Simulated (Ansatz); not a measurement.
# AlN under changes of volume

One of the cells (9.946 Å³/atom); the others are scaled copies at fixed shape and fractional positions:

```
CELL_PARAMETERS angstrom
3.31212 0.00000 0.00000
-1.65606 2.86838 0.00000
0.00000 0.00000 4.18756
ATOMIC_POSITIONS crystal
Al 0.66667 0.33333 0.25000
Al 0.33333 0.66667 0.75000
N 0.66667 0.33333 0.75000
N 0.33333 0.66667 0.25000
```

Measurements of this composition are mostly on another form, of space group No. 186.

* Program: Ansatz 0.2.0
* Functional: PBE
* Potentials or basis: all-electron LAPW, scalar-relativistic
* Cutoff: 369 eV (chosen from the basis error)
* Basis error allowed: 0.001 eV/atom
* k mesh: 9 × 9 × 7
* Occupations: fermi-dirac, width 0.05 eV
* Spin: no spin polarisation

```csv
volume (Å³/atom),energy over the lowest point (meV/atom),pressure (GPa),gap on the mesh (eV)
9.349,26.56,14.7,3.73
9.548,?,?,?
9.747,2.97,4.6,3.42
9.946,0.00,0.3,3.27
10.145,2.18,-3.7,3.12
10.344,9.03,-7.3,2.97
10.543,20.10,-10.5,2.83
```

Task: What does the run at 9.548 Å³/atom give?

Result: Energy over the lowest point 11.62 meV/atom; pressure 9.4 GPa; gap on the mesh 3.58 eV.

Worked out: A Birch-Murnaghan fit of order 3 (a polynomial in V^(-2/3)) to the other rows has its minimum at 9.96 Å³/atom with B0 = V·E''(V) = 206 GPa and B' = 4.0 at fixed shape and positions, which overstates the stiffness. It gives 11.62 meV/atom at 9.548 Å³/atom, against the run's 11.62, and -dE/dV = 9.4 GPa, against 9.4. A straight line through the other rows of the gap, of slope -7.5 eV per unit of ln V (its deformation potential), gives 3.57 eV, against the run's 3.58.

Energies are extrapolated to zero smearing.

Caveats: an odd mesh through Γ misses points on the zone boundary, where band edges often lie (some runs).
